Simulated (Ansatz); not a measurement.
Runs of Ansatz 0.2.0 on Se. It takes space group Pm-3m (No. 221, cubic). The conventional cell has a = 2.811 Å, b = 2.811 Å, c = 2.811 Å, α = 90.00°, β = 90.00°, γ = 90.00°. Around Se (site symmetry m-3m) lie 6 Se at 2.81 Å. This isn't the form of Se at room conditions, which is trigonal, of chains.

| task | level | cell | cutoff (eV) | smearing | gap on the mesh (eV) | pressure (GPa) |
| --- | --- | --- | --- | --- | --- | --- |
| single point | BLYP+D3(BJ) | as given | 202 | tetrahedron | none | 0.5 |
| single point | BLYP+D3(BJ) | cell strained at random at fixed volume | 206 | tetrahedron | none | (a) |
| band structure | PBEsol | cell strained at random at fixed volume | 204 | gaussian 0.1 eV | - | -1.7 |
| band structure | PBEsol | cell strained at random at fixed volume | 206 | gaussian 0.1 eV | - | -1.6 |
| relaxation of the atoms | BLYP+D4 | atoms relaxed from: cell strained at random at fixed volume | - | gaussian 0.05 eV | - | 1.7 |

Alike in all rows: potentials or basis all-electron LAPW, scalar-relativistic; no spin polarisation; k mesh 9 × 9 × 9; basis error allowed 0.001 eV/atom.

Q: Fill in the values left out.

A: (a) 0.6.

Caveats: pairwise dispersion overbinds metals, which lowers pressure and volume (some runs).

A k mesh can miss the band edges, and the runs leave out spin-orbit coupling on Se.

A gap of «none» marks a metal or a gap under the smearing width.

Not every run made on this cell is shown here.
